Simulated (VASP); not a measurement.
Write the native input for VASP 6.6.1 that does the following.

| Item | Value |
| --- | --- |
| Task | relaxation of cell and atoms |
| Functional | PBE |
| Dispersion | D3(BJ) |
| Potentials or basis | VASP PAW PBE potentials, release 64 (Ti_sv, B) |
| Cutoff | 600 eV |
| k mesh | 15 × 15 × 11 |
| Occupations | methfessel-paxton, width 0.1 eV |
| Spin | no spin polarisation |
| Further INCAR settings | ALGO = Normal; EDIFF = 1e-06; IBRION = 2; EDIFFG = -0.01; NSW = 90; ISIF = 3 |

The structure of TiB2 lies in POSCAR:

```
TiB2
1.0
    3.0292000000      0.0000000000      0.0000000000
   -1.5146000000      2.6233641531      0.0000000000
    0.0000000000      0.0000000000      3.2284000000
Ti B
1 2
Direct
    0.0000000000      0.0000000000      0.0000000000
    0.3333333333      0.6666666667      0.5000000000
    0.6666666667      0.3333333333      0.5000000000
```

One way to write it, as run:

INCAR

```
PREC     = Accurate       # precision mode
ENCUT    = 600            # plane-wave cutoff, eV
EDIFF    = 1E-6           # SCF threshold, eV
ISMEAR   = 1              # smearing method
SIGMA    = 0.1            # smearing width, eV
LREAL    = F              # projectors in reciprocal space
LASPH    = T              # aspherical terms in the spheres
NELM     = 80             # most SCF steps
ALGO     = Normal         # electronic algorithm
ISIF     = 3              # what is computed and relaxed
LWAVE    = F              # write WAVECAR
LCHARG   = F              # write CHGCAR
GGA      = PE             # functional
IVDW     = 12             # dispersion correction
IBRION   = 2              # ionic algorithm
NSW      = 90             # ionic steps
EDIFFG   = -0.01          # ionic threshold
```

KPOINTS

```
Automatic mesh
0
Gamma
  15 15 11
```

Potentials or basis: VASP PAW PBE potentials, release 64 (Ti_sv, B).

Command:

```console
$ cat potpaw_PBE.64/Ti_sv/POTCAR potpaw_PBE.64/B/POTCAR > POTCAR
$ mpirun -np 1 vasp_std > vasp.out
```

Results of the run:

```json
{
 "Relaxed volume": "8.29 Å³/atom",
 "Relaxed cell": "a = 3.004 Å, b = 3.004 Å, c = 3.183 Å, α = 90.00°, β = 90.00°, γ = 120.00°",
 "Space group after relaxing (to 0.05 Å)": "P6/mmm (No. 191)",
 "Energy gained by relaxing": "6.5 meV/atom",
 "Ionic steps": "4",
 "Pressure after relaxing": "0.0 GPa",
 "Band gap on the k mesh": "none (metal or under the smearing width)",
 "Dispersion energy per atom": "-0.433 eV"
}
```

Caveat: pairwise dispersion overbinds metals, which lowers pressure and volume.

It took 80 s on 1 thread of Intel(R) Xeon(R) Platinum 8559C (Emerald Rapids) (shared host), peak memory 0.21 GiB.
